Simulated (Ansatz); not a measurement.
# Mo under changes of volume

One of the cells (15.892 Å³/atom); the others are scaled copies at fixed shape and fractional positions:

```
CELL_PARAMETERS angstrom
-1.58381 1.58381 1.58381
1.58381 -1.58381 1.58381
1.58381 1.58381 -1.58381
ATOMIC_POSITIONS crystal
Mo 0.00000 0.00000 0.00000
```

```yaml
Program: Ansatz 0.2.0
Functional: PBEsol
Potentials_or_basis: all-electron LAPW, scalar-relativistic
Cutoff: 249 eV (chosen from the basis error)
Basis_error_allowed: 0.001 eV/atom
k_mesh: 12 × 12 × 12
Occupations: fermi-dirac, width 0.05 eV
Spin: no spin polarisation
```

```tsv
volume (Å³/atom)	energy over the lowest point (meV/atom)	pressure (GPa)
14.938	8.44	7.5
15.256	0.00	1.2
15.574	3.48	-4.5
15.892	17.63	-9.6
16.209	41.34	-14.2
16.527	?	?
16.845	113.59	-21.9
```

Q: What does the run at 16.527 Å³/atom give?

A: Energy over the lowest point 73.63 meV/atom; pressure -18.3 GPa.

Worked out: A Birch-Murnaghan fit of order 3 (a polynomial in V^(-2/3)) to the other rows has its minimum at 15.32 Å³/atom with B0 = V·E''(V) = 283 GPa and B' = 4.3. It gives 73.62 meV/atom at 16.527 Å³/atom, against the run's 73.63, and -dE/dV = -18.3 GPa, against -18.3.

Energies are extrapolated to zero smearing.
